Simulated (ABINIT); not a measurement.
Crystal: ZrC.

```
CELL_PARAMETERS angstrom
0.00000 2.36500 2.36500
2.36500 0.00000 2.36500
2.36500 2.36500 0.00000
ATOMIC_POSITIONS crystal
Zr 0.50000 0.50000 0.50000
C 0.00000 0.00000 0.00000
```

- Program: ABINIT 10.8.3 (patched build)
- Task: relaxation of cell and atoms
- Functional: PBEsol
- Potentials or basis: PseudoDojo NC SR PBEsol v0.4.1 standard
- Cutoff: 1116 eV
- k mesh: 8 × 8 × 8
- Occupations: fermi-dirac, width 0.05 eV
- Spin: no spin polarisation

At the start: pressure -8.2 GPa; volume 13.23 Å³/atom.

**Question.** How do energy, volume and symmetry change on relaxing?

**Answer.** Over 4 steps the energy falls by 13.0 meV/atom and the volume is 12.74 Å³/atom (-3.7 %); space group Fm-3m (No. 225, to 0.05 Å).

The path:
```
step  energy change (eV)  largest force (eV/Å)  pressure (GPa)  volume (Å³)
   1              0.0000                0.0000           -8.25        26.46
   2             -0.0232                0.0000           -2.86        25.79
   3             -0.0261                0.0000            0.14        25.46
   4             -0.0261                0.0000            0.00        25.48
```

Final structure:
```
CELL_PARAMETERS angstrom
0.00000 2.33541 2.33541
2.33541 0.00000 2.33541
2.33541 2.33541 0.00000
ATOMIC_POSITIONS crystal
Zr 0.50000 0.50000 0.50000
C 0.00000 0.00000 0.00000
```
